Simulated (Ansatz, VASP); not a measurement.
One calculation of NaCl, two programs

```xyz
2
Lattice="0.0000 2.8010 2.8010 2.8010 0.0000 2.8010 2.8010 2.8010 0.0000" Properties=species:S:1:pos:R:3 pbc="T T T"
Na    0.0000    0.0000    0.0000
Cl    2.8010    2.8010    2.8010
```

Alike in both runs: functional PBEsol; k mesh 8 × 8 × 8; occupations gaussian, width 0.02 eV; no spin polarisation.

Ansatz relaxed the structure, and its values are those at the end. VASP's run is a single point on that final structure, the one shown.

|  | VASP | Ansatz |
| --- | --- | --- |
| version | VASP 6.6.1 | Ansatz 0.2.0 |
| potentials or method | VASP PAW PBE potentials, release 64 (Na_pv, Cl) | scalar-relativistic, plane waves, PAW |
| plane-wave cutoff (eV) | 520 | 420 |
| valence electrons in the cell | 14 | 16 |

```csv
,VASP,Ansatz,Ansatz less VASP
gap on the k mesh at the Fermi level (eV),5.01,5.01,+0.004
least direct gap on the mesh (eV),5.01,5.01,+0.004
pressure (GPa),0.0,0.0,-0.02
```

The two sets of potentials don't hold the same shells in valence.

Caveats: the PAW data sets were made with another functional, which shifts forces and pressure a little (VASP).
